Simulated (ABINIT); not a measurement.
Runs of ABINIT 10.8.3 (patched build) on Ru. It takes space group P6_3/mmc (No. 194, hexagonal). Conventional cell: a = 2.706 Å, b = 2.706 Å, c = 4.282 Å, α = 90.00°, β = 90.00°, γ = 120.00°. Ru (site symmetry -6m2) has 12 Ru at 2.65 to 2.71 Å as nearest neighbours. 

| task | level | potentials or basis | k mesh | mesh quality | gap on the mesh (eV) | pressure (GPa) |
| --- | --- | --- | --- | --- | --- | --- |
| single point | LDA | JTH PAW LDA v2.0 | 14 × 14 × 8 | not flagged | none | (a) |
| band structure | LDA-Teter | JTH PAW LDA v2.0 | 11 × 11 × 6 | not flagged | none | (b) |
| band structure | BP86 | JTH PAW PBE v2.0 | 11 × 11 × 6 | not flagged | none | 6.4 |
| band structure | BLYP | JTH PAW PBE v2.0 | 11 × 11 × 6 | not flagged | none | 19.2 |
| single point | PBE | JTH PAW PBE v2.0 | 7 × 7 × 4 | coarse | none | 4.7 |

Alike in all rows: no spin polarisation; cell as given; cutoff (eV) 408; smearing fermi-dirac 0.05 eV.

Problem. Fill in the values left out.

Solution. (a) -12.5; (b) -12.3.

Caveats: some runs use coarse meshes; the PAW data sets were made with another functional, which shifts forces and pressure a little (some runs); so large a pressure means that the cell lies far from this level's equilibrium, or that cutoff or potentials fall short (some runs); the potentials were made for another functional, which shifts forces and pressure (some runs).

A k mesh can miss the band edges, and the runs leave out spin-orbit coupling on Ru.

A gap of «none» marks a metal or a gap under the smearing width.

Not every run made on this cell is shown here.
